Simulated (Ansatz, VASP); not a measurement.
**Two plane-wave programs on Y**

The input INCAR:

```
ALGO = Fast ; EDIFF = 1E-6
ENCUT = 520 ; GGA = RP
ISIF = 2 ; ISMEAR = -1
LASPH = True ; LCHARG = False
LREAL = False ; LWAVE = False
NBANDS = 12 ; NELM = 60
PREC = Accurate ; SIGMA = 0.1
```

The input KPOINTS:

```
k-points
0
Gamma
  12 12 12
```

Contents of POSCAR:

```
Y
1.0
   -2.1287913254      2.1287913254      2.1287913254
    2.1287913254     -2.1287913254      2.1287913254
    2.1287913254      2.1287913254     -2.1287913254
Y
1
Direct
    0.0000000000      0.0000000000      0.0000000000
```

Input for Ansatz:

```yaml
crystal:
  lattice:
    - [-2.1287913254, 2.1287913254, 2.1287913254]
    - [2.1287913254, -2.1287913254, 2.1287913254]
    - [2.1287913254, 2.1287913254, -2.1287913254]
  atoms:
    - { symbol: "Y", position: [0.0, 0.0, 0.0] }
hamiltonian:
  xc: rpbe
  pseudopotentials:
    kind: paw
    azcp:
      "Y": "pseudopotentials/Y.paw.azcp"
basis:
  ecutwfc: 420
  fft_grid_basis: typed
kpoints:
  mp_grid: { grid: [12, 12, 12], shift: [0, 0, 0] }
magnetization:
  spin_polarized: false
scf:
  occupations: { method: fermi_dirac, width: 0.1 }
  lower_state_search: "off"
output:
  stress: true
  write_density: true
  write_potential: true
  elf: true
  volumetric_format: npy
```

Alike in both runs: task single point; functional RPBE; k mesh 12 × 12 × 12; occupations fermi-dirac, width 0.1 eV; no spin polarisation.

|  | VASP | Ansatz |
| --- | --- | --- |
| version | VASP 6.6.1 | Ansatz 0.2.0 |
| potentials or method | VASP PAW PBE potentials, release 64 (Y_sv) | plane waves (420 eV) with PAW, scalar-relativistic |
| plane-wave cutoff (eV) | 520 | 420 |
| valence electrons in the cell | 11 | 11 |

```csv
,VASP,Ansatz,Ansatz less VASP
pressure (GPa),-3.5,-3.4,+0.05
```

The functional is the same, so the differences come from potentials, cutoffs and numerics.

Caveats: the PAW data sets were made with another functional, which shifts forces and pressure a little (VASP).
